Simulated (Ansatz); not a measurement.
This is a relaxation of cell and atoms with the PAW code Ansatz on GaP, CsCl type; the level of theory is r2SCAN. The starting cell comes from a relaxation with PBE.

Input file:
```yaml
crystal:
  lattice:
    - [3.2067216894, 0.0, 0.0]
    - [0.0, 3.2067216894, 0.0]
    - [0.0, 0.0, 3.2067216894]
  atoms:
    - { symbol: Ga, position: [0.0, 0.0, 0.0] }
    - { symbol: P, position: [0.5, 0.5, 0.5] }
kpoints:
  mp_grid: { grid: [8, 8, 8] }
hamiltonian:
  xc: r2scan
scf:
  occupations: { method: fermi_dirac, width: 0.02 }
relax:
  f_tol: 0.005
  cell: {}
```

Command: `ansatz run input.yaml --threads 2 --pin off --max-ram 2211MiB --backend cpu --events-out ev --progress --plain --runs-dir out`.

The log, with set-up remarks and timings taken out:
```
Functional definition: r2SCAN
Crystal: 2 atoms, lattice volume = 32.975 Å³
Basis set: ecut = 500 eV, 847 PW (Γ)
Bands: 13, of which v1, the nominal top of the filled ones, is band 9 counted from 1 (8 counted from 0)
Symmetry: 48 space group operations
Space group: Pm-3m (ITA 221)
k-points: 35 of 512
relax step 1: F+E_penalty+E_count = -4548.52455919 eV  P = -1.574 GPa  Ω = 32.975 Å³
relax step 2: F+E_penalty+E_count = -4548.52775522 eV  P = +0.363 GPa  Ω = 32.213 Å³
relax step 3: F+E_penalty+E_count = -4548.52786789 eV  P = -0.011 GPa  Ω = 32.353 Å³
relax step 4: F+E_penalty+E_count = -4548.52769308 eV  P = -0.016 GPa  Ω = 32.353 Å³  (SCF on a basis re-selected at this cell)
Free energy (F): -4548.527693 eV
Internal energy: -4548.525746 eV  (E = F + TS)
E sigma→0 (E₀):  -4548.526719 eV
Entropy (-TS):   -0.001947 eV (-0.974 meV/atom)
Fermi energy:    10.578662 eV
--- Per-component energies (eV) ---
  E_band       = -10.750293
  E_kinetic    = 183.613815
  E_local      = -1920.838550
  E_nonlocal   = 459.403365
  E_hartree    = 907.726498
  E_xc         = -120.089967
  E_vxc        = -124.067596
  E_paw        = -2578.315947
  E_vpaw       = -430.590497
  E_vtau       = 6.276229
  E_ewald      = -1479.281012
  E_core_change = -0.743912
  E_smearing   = -0.001947
--- Stress (GPa, compression-positive) ---
       -0.016323       0.000000       0.000000
        0.000000      -0.016323       0.000000
        0.000000       0.000000      -0.016323
  P = ⅓ Tr σ = -0.0163 GPa (-0.163 kbar)
--- Relaxed structure (3 steps of the walk, 3 accepted, 1 SCFs on fresh bases) ---
  F+E_penalty+E_count = -4548.52769308 eV
  cell:  # Å, volume = 32.3531 Å³
    - [3.186435, 0.000000, 0.000000]
    - [0.000000, 3.186435, 0.000000]
    - [0.000000, 0.000000, 3.186435]
  atoms:
    - { symbol: Ga, position: [0.000000, 0.000000, 0.000000] }
    - { symbol: P, position: [0.500000, 0.500000, 0.500000] }
```

In 3 steps the volume changed by -1.9 %; between the first SCF and the last, each on a basis chosen for its cell, the energy fell by 1.6 meV an atom. Final cell: it is cubic, Pm-3m (No. 221); conventional cell a = 3.186 Å, 16.18 Å³ an atom. Ga is surrounded by 8 P at 2.76 Å; P is surrounded by 8 Ga at 2.76 Å.

These are computed values for a spin-unpolarised cell that may be hypothetical; none is a measurement.

Overlapping bands make a metal at that level, for which these meshes are coarse; small forces, stresses and energy differences are uncertain. A small overlap in a semilocal functional can be an artefact that a hybrid or GW lifts.
